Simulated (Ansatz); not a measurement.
Molecular dynamics on a 2×2×2 supercell (24 atoms) of MoS2 (fluorite), relaxed with r2SCAN. Forces come from PBE in the plane-wave code Ansatz: a Nosé-Hoover thermostat at fixed volume, 1300 K, steps of 3 fs. Classical nuclei, no spin polarisation; a few dozen steps show the first response, not equilibrium. The structure comes from a prototype and may be hypothetical.

```yaml
crystal:
  lattice:
    - [0.0, 5.8647937213, 5.8647937213]
    - [5.8647937213, 0.0, 5.8647937213]
    - [5.8647937213, 5.8647937213, 0.0]
  atoms:
    - { symbol: Mo, position: [0.0, 0.0, 0.0] }
    - { symbol: S, position: [0.125, 0.125, 0.125] }
    - { symbol: S, position: [0.375, 0.375, 0.375] }
    - { symbol: Mo, position: [0.0, 0.0, 0.5] }
    - { symbol: S, position: [0.125, 0.125, 0.625] }
    - { symbol: S, position: [0.375, 0.375, 0.875] }
    - { symbol: Mo, position: [0.0, 0.5, 0.0] }
    - { symbol: S, position: [0.125, 0.625, 0.125] }
    - { symbol: S, position: [0.375, 0.875, 0.375] }
    - { symbol: Mo, position: [0.0, 0.5, 0.5] }
    - { symbol: S, position: [0.125, 0.625, 0.625] }
    - { symbol: S, position: [0.375, 0.875, 0.875] }
    - { symbol: Mo, position: [0.5, 0.0, 0.0] }
    - { symbol: S, position: [0.625, 0.125, 0.125] }
    - { symbol: S, position: [0.875, 0.375, 0.375] }
    - { symbol: Mo, position: [0.5, 0.0, 0.5] }
    - { symbol: S, position: [0.625, 0.125, 0.625] }
    - { symbol: S, position: [0.875, 0.375, 0.875] }
    - { symbol: Mo, position: [0.5, 0.5, 0.0] }
    - { symbol: S, position: [0.625, 0.625, 0.125] }
    - { symbol: S, position: [0.875, 0.875, 0.375] }
    - { symbol: Mo, position: [0.5, 0.5, 0.5] }
    - { symbol: S, position: [0.625, 0.625, 0.625] }
    - { symbol: S, position: [0.875, 0.875, 0.875] }
kpoints:
  mp_grid: { grid: [2, 2, 2] }
hamiltonian:
  xc: pbe
scf:
  occupations: { method: fermi_dirac, width: 0.112 }
md:
  ensemble: nvt_nose_hoover
  temperature: 1300
  timestep: 3.0
  n_steps: 20
  initial_velocities: maxwell_boltzmann
  seed: 5008
```

Command: `ansatz run input.yaml --threads 4 --pin off --max-ram 3686MiB --backend cpu --events-out ev --progress --plain --runs-dir out`. It took 3.4 min on 4 threads of Arm Neoverse N1, with other jobs on the host, load about 0.9 per core; peak host memory 1.7 GiB.

Task: How do temperature and energy develop?

Result: The temperature starts at 1300 K, is lowest at step 11 (450 K, 33 fs) and ends at 957 K. The thermostat hasn't had time to restore it. The atoms start on their lattice sites with kinetic energy alone, so much of it first passes into potential energy. By the last step the atoms have moved 0.27 Å in the root mean square, the drift of the whole cell taken out, 0.45 Å at most.
```
step  t (fs)  T (K)  free energy F from step 0 (meV/atom)  kinetic energy (meV/atom)  largest force (eV/Å)
   0       0   1300                                   0.0                      161.0                  0.00
   1       3   1286                                   1.8                      159.3                  0.31
   2       6   1242                                   7.1                      153.9                  0.68
   3       9   1171                                  16.0                      145.0                  1.10
   4      12   1074                                  28.2                      133.0                  1.54
   5      15    958                                  42.6                      118.6                  1.98
   6      18    833                                  58.3                      103.2                  2.37
   7      21    710                                  73.8                       88.0                  2.67
   8      24    602                                  87.4                       74.6                  2.83
   9      27    519                                  98.0                       64.3                  2.81
  10      30    468                                 104.6                       58.0                  2.63
  11      33    450                                 107.1                       55.8                  2.54
  12      36    464                                 105.9                       57.4                  2.35
  13      39    502                                 101.6                       62.1                  2.40
  14      42    558                                  95.2                       69.1                  2.75
  15      45    626                                  87.5                       77.5                  3.01
  16      48    700                                  79.2                       86.7                  3.14
  17      51    774                                  71.1                       95.9                  3.11
  18      54    844                                  63.8                      104.6                  3.07
  19      57    906                                  57.6                      112.2                  3.23
  20      60    957                                  53.0                      118.5                  3.31
```

Positions (Å) and forces (eV/Å) at step 20:
```
Mo  -0.116   0.051  -0.052     0.510   0.331  -0.421
S    1.689   1.603   1.425     0.237   0.211  -0.468
S    4.338   4.555   4.480     0.162  -0.616  -0.521
Mo   3.107   3.002   0.037    -2.060  -0.086  -1.016
S    4.551   4.144   1.260    -0.454   1.971  -0.985
S    7.148   7.172   4.205     0.085  -0.402   0.478
Mo   2.881  -0.001   2.846    -0.759  -0.008   0.564
S    4.396   1.772   4.506    -0.553  -0.547   0.407
S    7.262   4.361   7.148     0.992   0.532   0.258
Mo   5.692   2.990   2.751     2.222  -0.066   2.447
S    7.206   4.318   4.313     1.381  -0.244   0.522
S   10.498   7.180   7.556    -0.573  -0.385  -0.169
Mo   0.194   3.124   2.847    -0.358  -1.460  -0.175
S    1.510   4.198   4.405     0.734   0.609   1.163
S    4.665   7.075   7.593    -1.106  -0.750  -0.424
Mo   2.907   5.857   3.129    -1.061   0.486  -0.480
S    4.134   7.334   4.525     0.196   0.128   0.273
S    7.298  10.408   7.296     0.157   0.098  -0.154
Mo   2.989   2.870   6.059    -0.295  -0.278  -1.239
S    4.471   4.139   7.251    -0.508   0.692   0.456
S    7.028   7.148   9.979     0.289  -0.813   0.789
Mo   5.730   5.773   6.003     1.116   0.601  -1.210
S    7.512   7.331   7.372    -0.375   0.187  -0.561
S   10.353  10.477  10.043     0.019  -0.191   0.466
```

Overlapping bands make a metal at that level, for which these meshes are coarse; small forces, stresses and energy differences are uncertain. A small overlap in a semilocal functional can be an artefact that a hybrid or GW lifts.
